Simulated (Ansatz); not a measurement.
A plane-wave DFT run in Ansatz 0.2.0 (scalar-relativistic PAW potentials unless the input names others): input and command.

```yaml
crystal:
  lattice:
    - [0.0, 3.2235, 3.2235]
    - [3.2235, 0.0, 3.2235]
    - [3.2235, 3.2235, 0.0]
  atoms:
    - { symbol: Hg, position: [-0.0078359157, -0.0078359157, -0.0078359157] }
    - { symbol: Te, position: [0.75, 0.75, 0.75] }
basis:
  ecutwfc: 420
kpoints:
  mp_grid: { grid: [1, 1, 1] }
hamiltonian:
  xc: pbe
scf:
  occupations: { method: gaussian, width: 0.15 }
  max_iter: 80
output:
  forces: true
  eigenvalues: true
  stress: true
```

```bash
ansatz run input.yaml --threads 1 --pin off --max-ram 2560MiB --backend cpu --events-out ev --progress --plain --runs-dir out
```

Abridged log:
```
Basis set: ecut = 420 eV, 1363 PW (Γ), exchange–correlation on 64×64×64 points (8 copies of the dense FFT grid, shifted against one another)
Bands: 22, of which v1, the nominal top of the filled ones, is band 18 counted from 1 (17 counted from 0)
Symmetry: 6 space group operations
k-points: 1
SCF iter   1: F=—  HF=-20781.992120 eV  |F-HF|=—  |Δ(HF+E_count)|=         —  Δρ=3.01e-2  dr2=7.19e-1  ethr=1.77e-3  ⟨swp⟩=5.0  Hψ=97  notcnv=0
SCF iter   2: F=—  HF=-20781.910967 eV  |F-HF|=—  |Δ(HF+E_count)|=   8.12e-2  Δρ=3.65e-2  dr2=9.68e-1  ethr=1.77e-3  ⟨swp⟩=3.0  Hψ=51  notcnv=0
SCF iter   3: F=—  HF=-20781.969198 eV  |F-HF|=—  |Δ(HF+E_count)|=   5.82e-2  Δρ=3.19e-2  dr2=7.76e-1  ethr=1.77e-3  ⟨swp⟩=2.0  Hψ=34  notcnv=0
SCF iter   4: F=—  HF=-20781.854922 eV  |F-HF|=—  |Δ(HF+E_count)|=   1.14e-1  Δρ=1.68e-2  dr2=2.20e-1  ethr=1.77e-3  ⟨swp⟩=2.0  Hψ=31  notcnv=0
SCF iter   5: F=—  HF=-20781.831770 eV  |F-HF|=—  |Δ(HF+E_count)|=   2.32e-2  Δρ=7.63e-3  dr2=7.20e-2  ethr=6.11e-4  ⟨swp⟩=1.0  Hψ=22  notcnv=0
SCF iter   6: F=—  HF=-20781.828152 eV  |F-HF|=—  |Δ(HF+E_count)|=   3.62e-3  Δρ=7.99e-3  dr2=7.17e-2  ethr=2.00e-4  ⟨swp⟩=1.0  Hψ=22  notcnv=0
SCF iter   7: F=—  HF=-20781.821765 eV  |F-HF|=—  |Δ(HF+E_count)|=   6.39e-3  Δρ=5.61e-3  dr2=3.50e-2  ethr=1.99e-4  ⟨swp⟩=1.0  Hψ=22  notcnv=0
SCF iter   8: F=—  HF=-20781.816959 eV  |F-HF|=—  |Δ(HF+E_count)|=   4.81e-3  Δρ=4.56e-3  dr2=2.02e-2  ethr=9.73e-5  ⟨swp⟩=3.0  Hψ=45  notcnv=0
SCF iter   9: F=—  HF=-20781.812919 eV  |F-HF|=—  |Δ(HF+E_count)|=   4.04e-3  Δρ=2.92e-3  dr2=6.41e-3  ethr=5.60e-5  ⟨swp⟩=2.0  Hψ=28  notcnv=0
SCF iter  10: F=—  HF=-20781.812724 eV  |F-HF|=—  |Δ(HF+E_count)|=   1.95e-4  Δρ=1.98e-3  dr2=2.75e-3  ethr=1.78e-5  ⟨swp⟩=1.0  Hψ=22  notcnv=0
SCF iter  11: F=—  HF=-20781.812482 eV  |F-HF|=—  |Δ(HF+E_count)|=   2.42e-4  Δρ=2.92e-4  dr2=5.35e-5  ethr=7.65e-6  ⟨swp⟩=1.0  Hψ=22  notcnv=0
SCF iter  12: F=—  HF=-20781.812507 eV  |F-HF|=—  |Δ(HF+E_count)|=   2.58e-5  Δρ=6.55e-5  dr2=2.35e-6  ethr=1.49e-7  ⟨swp⟩=2.0  Hψ=29  notcnv=0
SCF iter  13: F=—  HF=-20781.812508 eV  |F-HF|=—  |Δ(HF+E_count)|=   5.57e-7  Δρ=1.18e-5  dr2=1.10e-7  ethr=6.52e-9  ⟨swp⟩=2.0  Hψ=26  notcnv=0
SCF iter  14: F=-20781.812508 eV  HF=-20781.812508 eV  |F-HF|=4.44e-10  |Δ(HF+E_count)|=   2.39e-8  Δρ=3.76e-6  dr2=7.64e-9  ethr=2.78e-10  ⟨swp⟩=5.0  Hψ=78  notcnv=0
SCF 1 converged in 14 iterations: F = -20781.812508 eV  dr2 = 7.64e-9
SCF converged after 14 iterations
Free energy (F): -20781.812508 eV
Harris-Foulkes:  -20781.812508 eV  (|F-HF|=4.44e-10)
Internal energy: -20781.582410 eV  (E = F + TS)
E sigma→0 (E₀):  -20781.697459 eV
Entropy (-TS):   -0.230098 eV (-115.049 meV/atom)
Fermi energy:    9.549063 eV
--- Forces (eV/Å), atoms counted from 1 ---
  atom   1  Hg    -0.04624875    -0.04624875    -0.04624875
  atom   2  Te     0.04624907     0.04624907     0.04624907
--- Stress (GPa, compression-positive) ---
       55.198737       2.799852       2.799852
        2.799852      55.198737       2.799852
        2.799852       2.799852      55.198737
  P = ⅓ Tr σ = 55.1987 GPa (551.987 kbar)
```

Task: What should be changed?

Result: The fault is one k-point for a small cell (kpoints.mp_grid.grid: [14, 14, 14] → [1, 1, 1], the first being the value of the sound run). Setting it back cures it. The run converged all the same, with an energy at zero smearing 6.0 eV/atom above the reference's, pressure 55.20 GPa, largest force 0.080 eV/Å, no gap on the mesh, so convergence alone doesn't show that an input is right. A reference run from the same start on usual settings converged with pressure 4.22 GPa, largest force 0.441 eV/Å, no gap on the mesh.

Time: 0.51 s on 1 thread of Intel(R) Xeon(R) 6975P-C (Granite Rapids) (shared host), peak memory 0.32 GiB.